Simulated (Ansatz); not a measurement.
# CuO (P1) in Ansatz: further runs

One crystal, CuO, is run at these levels: PBE+U; tasks: band structure.

All numbers are computed with Ansatz 0.2.0; they aren't measurements. Logs are shortened: lines on timing, memory, paths and dates and some standing lists are left out, and cuts for length are marked.

### Step 1. The cell of the first run

The typed cell holds 4 atoms: a = 2.883 Å, b = 2.899 Å, c = 5.178 Å, α = 95.58°, β = 94.58°, γ = 73.84°.

### Step 2. Band structure, PBE+U

Input file input.yaml:

```yaml
crystal:
  lattice:
    - [2.30557528, -1.72961264, 0.07280659]
    - [2.31575566, 1.7435441, 0.04814864]
    - [-0.70809278, -0.03896755, 5.12906913]
  atoms:
    - { symbol: Cu, position: [0.01425322, 0.47964541, 0.06043223] }
    - { symbol: Cu, position: [0.47087971, 0.15406821, 0.47412017] }
    - { symbol: O, position: [0.56926815, 0.29603286, 0.26394272] }
    - { symbol: O, position: [0.44559892, 0.57025351, 0.70150487] }
hamiltonian:
  xc: pbe
  pseudopotentials: { kind: paw }
  hubbard: { sites: [{ species: Cu, l: d, u_eff: 2.0 }] }
kpoints:
  mp_grid: { grid: [10, 10, 5] }
  band_path:
    path:
      - [[0.0, 0.0, 0.5], [0.0, 0.0, 0.0], [-0.5, 0.0, 0.0]]
      - [[-0.5, 0.0, 0.5], [0.0, 0.0, 0.0], [0.0, -0.5, 0.0]]
      - [[0.0, -0.5, 0.5], [0.0, 0.0, 0.0], [-0.5, -0.5, 0.0]]
      - [[-0.5, -0.5, 0.5], [0.0, 0.0, 0.0]]
    npoints: 14
scf:
  occupations: { method: fermi_dirac, width: 0.05 }
  n_extra_bands: 10
output:
  forces: true
  stress: true
  eigenvalues: true
  fatbands: false
  write_density: true
  write_potential: true
  elf: true
  volumetric_format: npy
```

Potentials or basis: Ansatz PAW.

Run with:

```console
ansatz run input.yaml --threads 2 --pin off --max-ram 5632MiB --backend cpu --events-out ev --progress --plain --runs-dir out
```

Log:

```text
Warning: RAYON_NUM_THREADS=2 ignored (pool sized by the plan → 2); use --threads N
Cu: projections on atomic orbitals take those of the free atom [Ne] 3s2 3p6 3d10 4s1, of charge +0.00 (hamiltonian.pseudopotentials.projection_atoms); the dataset's partial waves leave at most 2.0e-6 of an orbital's norm unspanned inside its sphere
O: projections on atomic orbitals take those of the free atom [He] 2s2 2p4, of charge +0.00 (hamiltonian.pseudopotentials.projection_atoms); the dataset's partial waves leave at most 1.9e-8 of an orbital's norm unspanned inside its sphere
scf.n_extra_bands = 10 over 25 filled bands (N_el = 50.0): the run solves 35 bands
Engine: ansatz 0.2.0, x86_64-unknown-linux-gnu
Pseudopotentials: kind: paw
Pseudopotential: Cu, paw, valence charge 19, recommended cutoff 420 eV (normal), Cu.paw.azcp
Pseudopotential: O, paw, valence charge 6, recommended cutoff 420 eV (normal), O.paw.azcp
Functional definition: PBE
  parameter kappa = 0.804
  parameter beta = 0.06672455060314922
  exchange = pbe_x(kappa = kappa, mu = beta*pi^2/3)
  correlation = pbe_c(beta = beta)
Crystal: 4 atoms, lattice volume = 41.309 Å³
Basis set: ecut = 420 eV, 817 PW (Γ), exchange–correlation on 40×40×72 points (8 copies of the dense FFT grid, shifted against one another)
Bands: 35, of which v1, the nominal top of the filled ones, is band 25 counted from 1 (24 counted from 0)
Symmetry: 1 space group operations
Space group: P1 (ITA 1), of the structure as read, at distance tolerance 3.5e-5 Å
k-points: 252 of 500 (time reversal used)
Non-local potential: Cu, projectors of the file, l = 0: 3, l = 1: 2, l = 2: 3, l = 3: 1
Non-local potential: O, projectors of the file, l = 0: 2, l = 1: 2, l = 2: 1
PAW form: soft (Blöchl's): semilocal exchange-correlation on the pseudo side does not see the compensation charge
PAW one-centre angular grid: Cu, 590 points (default); XC on 64 Gauss nodes
PAW one-centre angular grid: O, 110 points (default); XC on 64 Gauss nodes
Initial density: superposition of atomic densities (chi_scale 0.1, normalization cell, long waves of neutral atoms under a Hubbard term (reshape's long-wave potential 0.16 eV rms, cloud 1.98 Å wide))
Initial wavefunctions: pseudopotential atomic-orbital guess
Functional: x = pbe(κ = 0.804, μ = 0.2195149727645171), c = pbe(β = 0.06672455060314922)
SCF iter   1: F=—  HF=-14372.428269 eV  |F-HF|=—  |Δ(HF+E_count)|=         —  Δρ=1.41e-1  dr2=6.17e0  ethr=3.10e-3  ⟨swp⟩=5.9  Hψ=35551  notcnv=0  defer=5
preconditioner: auto → LDOS  [metal: Δε(μ)=0.042 eV  Ē_g=17.060 eV  σ=0.050 eV  W_gap=0.20  n_scr=18 (ndim 8)  ℏωp=33.7 eV  f_vac=0.018  D(μ)=0.80/eV (n_scr^D=2)  β→1.0]
SCF iter   2: F=—  HF=-14387.930347 eV  |F-HF|=—  |Δ(HF+E_count)|=    1.55e1  Δρ=6.72e-1  dr2=1.46e2  ethr=3.10e-3  ⟨swp⟩=3.9  Hψ=21799  notcnv=0  defer=921  recentre
SCF iter   3: F=—  HF=-14372.140466 eV  |F-HF|=—  |Δ(HF+E_count)|=    1.58e1  Δρ=9.91e-2  dr2=3.09e0  ethr=3.10e-3  ⟨swp⟩=3.1  Hψ=22854  notcnv=0  defer=739
SCF iter   4: F=—  HF=-14371.839341 eV  |F-HF|=—  |Δ(HF+E_count)|=   3.01e-1  Δρ=3.55e-2  dr2=3.58e-1  ethr=3.10e-3  ⟨swp⟩=2.4  Hψ=14854  notcnv=0  defer=873
SCF iter   5: F=—  HF=-14371.798211 eV  |F-HF|=—  |Δ(HF+E_count)|=   4.11e-2  Δρ=1.85e-2  dr2=7.17e-2  ethr=7.16e-4  ⟨swp⟩=3.0  Hψ=16693  notcnv=0  defer=877
SCF iter   6: F=—  HF=-14371.800428 eV  |F-HF|=—  |Δ(HF+E_count)|=   2.22e-3  Δρ=1.45e-2  dr2=6.43e-2  ethr=1.43e-4  ⟨swp⟩=2.6  Hψ=13445  notcnv=0  defer=877
SCF iter   7: F=—  HF=-14371.796978 eV  |F-HF|=—  |Δ(HF+E_count)|=   3.45e-3  Δρ=1.04e-2  dr2=3.38e-2  ethr=1.29e-4  ⟨swp⟩=1.0  Hψ=9983  notcnv=0  defer=877
SCF iter   8: F=—  HF=-14371.793815 eV  |F-HF|=—  |Δ(HF+E_count)|=   3.16e-3  Δρ=2.99e-3  dr2=2.72e-3  ethr=6.77e-5  ⟨swp⟩=1.6  Hψ=8209  notcnv=0  defer=877
SCF iter   9: F=—  HF=-14371.793561 eV  |F-HF|=—  |Δ(HF+E_count)|=   2.54e-4  Δρ=7.84e-4  dr2=1.88e-4  ethr=5.44e-6  ⟨swp⟩=1.0  Hψ=8774  notcnv=0  defer=877
SCF iter  10: F=—  HF=-14371.793550 eV  |F-HF|=—  |Δ(HF+E_count)|=   1.02e-5  Δρ=4.51e-4  dr2=6.13e-5  ethr=3.77e-7  ⟨swp⟩=2.1  Hψ=9781  notcnv=0  defer=877
SCF iter  11: F=—  HF=-14371.793540 eV  |F-HF|=—  |Δ(HF+E_count)|=   1.01e-5  Δρ=1.57e-4  dr2=7.24e-6  ethr=1.23e-7  ⟨swp⟩=1.0  Hψ=7952  notcnv=0  defer=877
SCF iter  12: F=—  HF=-14371.793539 eV  |F-HF|=—  |Δ(HF+E_count)|=   1.04e-6  Δρ=7.79e-5  dr2=1.60e-6  ethr=1.45e-8  ⟨swp⟩=1.8  Hψ=11080  notcnv=0  defer=877
SCF iter  13: F=—  HF=-14371.793539 eV  |F-HF|=—  |Δ(HF+E_count)|=   2.54e-7  Δρ=4.84e-5  dr2=5.65e-7  ethr=3.19e-9  ⟨swp⟩=2.0  Hψ=11740  notcnv=0  defer=877
SCF iter  14: F=—  HF=-14371.793539 eV  |F-HF|=—  |Δ(HF+E_count)|=   1.34e-7  Δρ=2.50e-5  dr2=1.35e-7  ethr=1.13e-9  ⟨swp⟩=2.0  Hψ=11781  notcnv=0  defer=877
SCF iter  15: F=-14371.793539 eV  HF=-14371.793539 eV  |F-HF|=1.91e-8  |Δ(HF+E_count)|=   2.16e-8  Δρ=1.34e-5  dr2=3.26e-8  ethr=2.00e-10  ⟨swp⟩=12.1  Hψ=58752  notcnv=0
SCF 1 converged in 15 iterations: F = -14371.793539 eV  dr2 = 3.26e-8
NSCF: frozen V_eff on 102 k-points
SCF converged after 15 iterations
Free energy (F): -14371.793539 eV
Harris-Foulkes:  -14371.793539 eV  (|F-HF|=1.91e-8)
Internal energy: -14371.775122 eV  (E = F + TS)
E sigma→0 (E₀):  -14371.784330 eV
Entropy (-TS):   -0.018417 eV (-4.604 meV/atom)
Fermi energy:    12.122901 eV
--- Per-component energies (eV) ---
  E_band       = -917.992815
  E_kinetic    = 957.255732
  E_local      = -10551.523287  (includes V_loc(G=0)·N_el)
  E_nonlocal   = 901.110294
  E_hartree    = 4599.603403
  E_xc         = -325.879865
  E_vxc        = -418.475023  (∫ρ·V_xc dr)
  E_hubbard    = 0.960841  (on-site DFT+U / exact-exchange correction)
  E_vhub       = -16.924397  (the Hubbard potential's part of the band-sum identity)
  E_paw        = -3650.932292  (= ΣΔE_a)
  E_vpaw       = -988.641313  (= ΣTr[D̂ρ^β])
  E_aug_tail   = 0.005477  (compensation charges beyond the density's cutoff)
  E_ewald      = -6302.375426
  E_smearing   = -0.018417  (= −TS)
  E_closure    = -0.000000  (closes the sum)
  Σ components = -14371.793539   (vs F -14371.793539, Δ=0.00e0)
--- Forces (eV/Å), atoms counted from 1 ---
  atom   1  Cu     0.08918493     1.27145814    -3.43794497
  atom   2  Cu   -26.72260403    -7.10160616    32.02016221
  atom   3  O     23.14255627     2.27343332   -34.62838882
  atom   4  O      3.49081245     3.55666705     6.04614361
  max |Σ_I F_I| component: 5.04e-5 eV/Å
--- Stress (GPa, compression-positive) ---
       88.610946       9.725578     -78.646075
        9.725576      28.390718       0.873232
      -78.646072       0.873234     177.306094
  P = ⅓ Tr σ = 98.1026 GPa (981.026 kbar)
--- Band table (eV; the first three rows and the last of 252) ---
  k-point 0: bands = ["-102.7973", "-99.5903", "-61.3712", "-60.0566", "-59.3514", "-57.0681", "-57.0193", "-56.9182", "-10.2841", "-6.7921", "1.9495", "2.4543", "2.9249", "5.0384", "6.5837", "6.7542", "7.7883", "8.2163", "9.2453", "9.3347", "9.4393", "10.0141", "10.2852", "11.7740", "12.3136", "12.3790", "13.6533", "18.6346", "18.9014", "24.6663", "27.1031", "28.2930", "28.7183", "29.9822", "30.4025"]
  k-point 1: bands = ["-102.7972", "-99.5902", "-61.3712", "-60.0566", "-59.3514", "-57.0681", "-57.0193", "-56.9182", "-10.2716", "-6.8183", "1.8928", "2.4696", "2.9277", "5.1903", "6.5845", "6.8076", "7.8448", "8.1538", "9.1842", "9.3044", "9.4217", "9.9405", "10.4238", "11.5721", "12.2049", "12.3378", "14.0761", "17.2433", "20.5170", "24.5408", "26.9187", "27.4249", "28.7204", "29.9842", "30.3584"]
  k-point 2: bands = ["-102.7971", "-99.5901", "-61.3712", "-60.0566", "-59.3514", "-57.0681", "-57.0193", "-56.9182", "-10.2508", "-6.8609", "1.8161", "2.4819", "2.9325", "5.4381", "6.5798", "6.9588", "7.9148", "8.0437", "9.0551", "9.2677", "9.4092", "9.7161", "10.7376", "11.3374", "12.0174", "12.3349", "14.7347", "16.1547", "22.1863", "24.2915", "25.5081", "27.4838", "28.3621", "29.9708", "30.1706"]
  k-point 251: bands = ["-102.7959", "-99.5887", "-61.3736", "-60.0665", "-59.3603", "-57.0784", "-57.0290", "-56.9208", "-9.6844", "-6.1900", "1.9415", "2.3880", "2.8275", "5.5052", "5.8911", "6.9641", "7.7192", "8.3278", "8.9598", "9.1217", "9.5551", "9.9291", "10.0985", "10.5548", "11.1054", "12.5507", "16.7765", "18.2137", "19.9579", "21.1874", "22.5158", "25.0279", "25.7529", "27.4427", "29.2843"]
Occupation matrices written to <dir>
```

Wall time 38 s (2 threads of Intel Xeon Platinum 8259CL at 2.50GHz (Skylake/Cascade Lake), shared host); peak memory 0.75 GiB.

What came out:

```yaml
Free_energy: -14371.7935 eV
Pressure: 98.1 GPa
Largest_force: 42.306 eV/Å
Band_gap_on_the_k_mesh: none (metal or under the smearing width)
```

Forces on the atoms (eV/Å):
```
Cu    0.089   1.271  -3.438
Cu  -26.723  -7.102  32.020
O    23.143   2.273 -34.628
O     3.491   3.557   6.046
```

Stress tensor (GPa, compression positive):
```
 88.61   9.73 -78.65
  9.73  28.39   0.87
-78.65   0.87 177.31
```

Levels at the corners of the path, in eV from the Fermi level:
| point | band 21 | band 22 | band 23 | band 24 | band 25 | band 26 | band 27 | band 28 | band 29 | band 30 |
| --- | --- | --- | --- | --- | --- | --- | --- | --- | --- | --- |
| X | -2.71 | -2.45 | -1.34 | -0.79 | -0.17 | 0.23 | 2.76 | 3.83 | 10.45 | 12.07 |
| Γ | -2.68 | -2.11 | -1.84 | -0.35 | 0.19 | 0.26 | 1.53 | 6.51 | 6.78 | 12.54 |
| Y | -2.67 | -2.46 | -2.20 | -1.69 | 0.04 | 0.62 | 4.23 | 5.79 | 6.37 | 10.02 |
| L | -2.60 | -2.35 | -2.01 | -0.96 | -0.72 | 0.08 | 4.97 | 5.76 | 6.95 | 8.31 |
| Γ | -2.68 | -2.11 | -1.84 | -0.35 | 0.19 | 0.26 | 1.53 | 6.51 | 6.78 | 12.54 |
| Z | -2.67 | -2.36 | -1.77 | -1.29 | -0.05 | 0.34 | 4.87 | 5.70 | 7.05 | 9.32 |
| N | -2.67 | -2.29 | -2.00 | -1.18 | -0.17 | 0.56 | 4.49 | 5.65 | 7.21 | 8.32 |
| Γ | -2.68 | -2.11 | -1.84 | -0.35 | 0.19 | 0.26 | 1.53 | 6.51 | 6.78 | 12.54 |
| M | -2.56 | -2.39 | -1.97 | -1.72 | -1.26 | 0.99 | 3.96 | 6.74 | 8.00 | 9.42 |
| R | -2.57 | -2.19 | -2.02 | -1.52 | -1.01 | 0.36 | 4.78 | 5.93 | 7.90 | 9.01 |
| Γ | -2.68 | -2.11 | -1.84 | -0.35 | 0.19 | 0.26 | 1.53 | 6.51 | 6.78 | 12.54 |

Eigenvalues of the final occupation matrices:
```
  site  spin  trace               eigenvalues
site 1     1   4.83  0.91 0.97 0.98 0.99 0.99
site 2     1   4.59  0.72 0.93 0.97 0.98 0.99
```

Caveat: the cell as given lies far from equilibrium; the pressure holds a Pulay correction of +0.9 GPa for the finite cutoff; the run has no spin polarisation, though such a crystal can be magnetic; U without spin polarisation on a metal has little footing; forces of over 1 eV/Å show positions far from the minimum, so gaps and moduli don't describe the material at rest.

### Step 3. Band structure, PBE+U

Edit input.yaml of step 2 so:

```diff
@@ -13,3 +13,3 @@
   pseudopotentials: { kind: paw }
-  hubbard: { sites: [{ species: Cu, l: d, u_eff: 2.0 }] }
+  hubbard: { sites: [{ species: Cu, l: d, u_eff: 3.0 }] }
 kpoints:
```

Potentials or basis: Ansatz PAW.

Run with:

```console
ansatz run input.yaml --threads 2 --pin off --max-ram 5632MiB --backend cpu --events-out ev --progress --plain --runs-dir out
```

Log:

```text
Warning: RAYON_NUM_THREADS=2 ignored (pool sized by the plan → 2); use --threads N
Cu: projections on atomic orbitals take those of the free atom [Ne] 3s2 3p6 3d10 4s1, of charge +0.00 (hamiltonian.pseudopotentials.projection_atoms); the dataset's partial waves leave at most 2.0e-6 of an orbital's norm unspanned inside its sphere
O: projections on atomic orbitals take those of the free atom [He] 2s2 2p4, of charge +0.00 (hamiltonian.pseudopotentials.projection_atoms); the dataset's partial waves leave at most 1.9e-8 of an orbital's norm unspanned inside its sphere
scf.n_extra_bands = 10 over 25 filled bands (N_el = 50.0): the run solves 35 bands
[... 9 set-up lines as earlier in the session ...]
Crystal: 4 atoms, lattice volume = 41.309 Å³
Basis set: ecut = 420 eV, 817 PW (Γ), exchange–correlation on 40×40×72 points (8 copies of the dense FFT grid, shifted against one another)
[... 48 lines left out ...]
  E_vpaw       = -992.201055  (= ΣTr[D̂ρ^β])
  E_aug_tail   = 0.005477  (compensation charges beyond the density's cutoff)
  E_ewald      = -6302.375426
  E_smearing   = -0.016700  (= −TS)
  E_closure    = -0.000000  (closes the sum)
  Σ components = -14371.323505   (vs F -14371.323505, Δ=0.00e0)
--- Forces (eV/Å), atoms counted from 1 ---
  atom   1  Cu     0.09821482     1.32846919    -3.45674668
  atom   2  Cu   -26.86948251    -7.15524602    32.07281721
  atom   3  O     23.23079648     2.25333283   -34.54586996
  atom   4  O      3.54041741     3.57336709     5.92973210
  max |Σ_I F_I| component: 7.69e-5 eV/Å
--- Stress (GPa, compression-positive) ---
       89.573025       9.426853     -79.081290
        9.426853      28.707734       0.404153
      -79.081294       0.404164     177.618228
  P = ⅓ Tr σ = 98.6330 GPa (986.330 kbar)
--- Band table (eV; the first three rows and the last of 252) ---
  k-point 0: bands = ["-102.7536", "-99.3953", "-61.3305", "-60.0245", "-59.2999", "-56.8652", "-56.8281", "-56.7424", "-10.3115", "-6.8530", "1.8598", "2.1923", "2.6955", "4.8694", "6.1794", "6.4327", "7.5438", "7.9385", "8.9511", "9.0481", "9.1450", "9.8589", "10.1462", "11.6436", "12.1969", "12.2731", "13.6004", "18.6217", "18.9000", "24.6889", "27.1067", "28.3102", "28.7406", "29.9963", "30.4179"]
  k-point 1: bands = ["-102.7535", "-99.3952", "-61.3305", "-60.0245", "-59.2999", "-56.8652", "-56.8281", "-56.7424", "-10.2990", "-6.8788", "1.7966", "2.2135", "2.6984", "5.0004", "6.1790", "6.5089", "7.6030", "7.8782", "8.9288", "9.0047", "9.1217", "9.7512", "10.3012", "11.4496", "12.0937", "12.2049", "14.0332", "17.2262", "20.5163", "24.5631", "26.9223", "27.4371", "28.7435", "29.9998", "30.3797"]
  k-point 2: bands = ["-102.7533", "-99.3951", "-61.3304", "-60.0245", "-59.2999", "-56.8652", "-56.8281", "-56.7424", "-10.2782", "-6.9208", "1.7154", "2.2296", "2.7031", "5.2020", "6.1753", "6.7061", "7.6844", "7.7760", "8.8313", "8.9727", "9.0898", "9.5017", "10.6174", "11.2111", "11.8891", "12.2045", "14.7109", "16.1217", "22.1899", "24.3125", "25.5132", "27.4856", "28.3870", "29.9913", "30.1899"]
  k-point 251: bands = ["-102.7521", "-99.3936", "-61.3330", "-60.0343", "-59.3088", "-56.8755", "-56.8391", "-56.7441", "-9.7323", "-6.2625", "1.7799", "2.2167", "2.7003", "5.1306", "5.6888", "6.7798", "7.4302", "8.0173", "8.6956", "8.8901", "9.2725", "9.6843", "9.8631", "10.3570", "10.9409", "12.4597", "16.7969", "18.2235", "19.9759", "21.1849", "22.5244", "25.0479", "25.7707", "27.4552", "29.2887"]
Occupation matrices written to <dir>
```

bands.tsv:

```text
# k_distance	band_0	band_1	band_2	band_3	band_4	band_5	band_6	band_7	band_8	band_9	band_10	band_11	band_12	band_13	band_14	band_15	band_16	band_17	band_18	band_19	band_20	band_21	band_22	band_23	band_24	band_25	band_26	band_27	band_28	band_29	band_30	band_31	band_32	band_33	band_34
[... 122 lines left out ...]
8.183580	-114.754716	-111.396487	-73.331601	-72.025612	-71.301032	-68.866315	-68.829211	-68.743567	-22.312684	-18.854114	-10.141386	-9.808802	-9.305664	-7.131726	-5.821772	-5.568393	-4.457335	-4.062649	-3.050033	-2.953022	-2.856176	-2.142287	-1.854966	-0.357509	0.195713	0.271941	1.599244	6.620531	6.898911	12.687737	15.105556	16.309067	16.739476	17.995143	18.416789
```

It took 38 s on 2 threads of Intel Xeon Platinum 8259CL at 2.50GHz (Skylake/Cascade Lake), shared host; peak memory 0.74 GiB.

Results:

```
Free energy            : -14371.3235 eV
Pressure               : 98.6 GPa
Largest force          : 42.448 eV/Å
Band gap on the k mesh : none (metal or under the smearing width)
```

Forces in eV/Å, atoms in the order of the input:
```
Cu    0.098   1.328  -3.457
Cu  -26.869  -7.155  32.073
O    23.231   2.253 -34.546
O     3.540   3.573   5.930
```

Levels at the corners of the path, in eV from the Fermi level:
```csv
point,band 21,band 22,band 23,band 24,band 25,band 26,band 27,band 28,band 29,band 30
X,-2.91,-2.54,-1.34,-0.79,-0.18,0.22,2.87,3.91,10.57,12.22
Γ,-2.86,-2.14,-1.85,-0.36,0.20,0.27,1.60,6.62,6.90,12.69
Y,-2.86,-2.57,-2.32,-1.75,0.02,0.65,4.38,5.91,6.48,10.14
L,-2.78,-2.45,-2.10,-0.99,-0.74,0.11,5.10,5.87,7.08,8.43
Γ,-2.86,-2.14,-1.85,-0.36,0.20,0.27,1.60,6.62,6.90,12.69
Z,-2.85,-2.51,-1.89,-1.29,-0.06,0.37,5.00,5.84,7.15,9.45
N,-2.82,-2.43,-2.13,-1.17,-0.20,0.58,4.62,5.79,7.33,8.43
Γ,-2.86,-2.14,-1.85,-0.36,0.20,0.27,1.60,6.62,6.90,12.69
M,-2.70,-2.51,-2.05,-1.80,-1.33,1.02,4.10,6.89,8.12,9.53
R,-2.73,-2.32,-2.14,-1.59,-1.05,0.39,4.92,6.06,8.04,9.13
Γ,-2.86,-2.14,-1.85,-0.36,0.20,0.27,1.60,6.62,6.90,12.69
```

Eigenvalues of the final occupation matrices:
```csv
site,spin,trace,eigenvalues
site 1,1,4.84,0.92 0.97 0.98 0.99 0.99
site 2,1,4.60,0.71 0.93 0.97 0.99 0.99
```

Caveat: the cell as given lies far from equilibrium; the pressure holds a Pulay correction of +0.9 GPa for the finite cutoff; the run has no spin polarisation, though such a crystal can be magnetic; U without spin polarisation on a metal has little footing; forces of over 1 eV/Å show positions far from the minimum, so gaps and moduli don't describe the material at rest.

[end of part 1 of 3]
